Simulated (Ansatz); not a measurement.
Runs of Ansatz 0.2.0 on Sn. It takes space group Im-3m (No. 229, cubic). Conventional cell: a = 3.789 Å, b = 3.789 Å, c = 3.789 Å, α = 90.00°, β = 90.00°, γ = 90.00°. Sn (site symmetry m-3m) has 8 Sn at 3.28 Å as nearest neighbours. This isn't the form of Sn at room conditions, which is tetragonal (white tin).

```tsv
level	cutoff (eV)	gap on the mesh (eV)	pressure (GPa)	relaxed volume (Å³/atom)
BLYP	420	none	0.0	30.80
revPBE	420	none	0.0	28.22
LDA	420	none	0.0	(a)
r2SCAN	500	none	0.0	26.76
RPBE	420	none	0.0	28.48
PBEsol	420	none	0.0	(b)
```

Alike in all rows: task relaxation of cell and atoms; potentials or basis Ansatz PAW; no spin polarisation; cell relaxed; k mesh 10 × 10 × 10; smearing fermi-dirac 0.05 eV.

**Question.** Estimate the missing entries.

**Answer.** (a) 25.33; (b) 25.98.

Caveats: the plane-wave basis is chosen anew once the cell has moved, so the energies of steps on either side of that aren't comparable; the PAW data sets come from PBE, with cores solved anew for the run's functional, which leaves a small shift of forces and pressure.

A k mesh can miss the band edges, and the runs leave out spin-orbit coupling on Sn.

A gap of «none» marks a metal or a gap under the smearing width.

Runs at the PBE level aren't shown here.
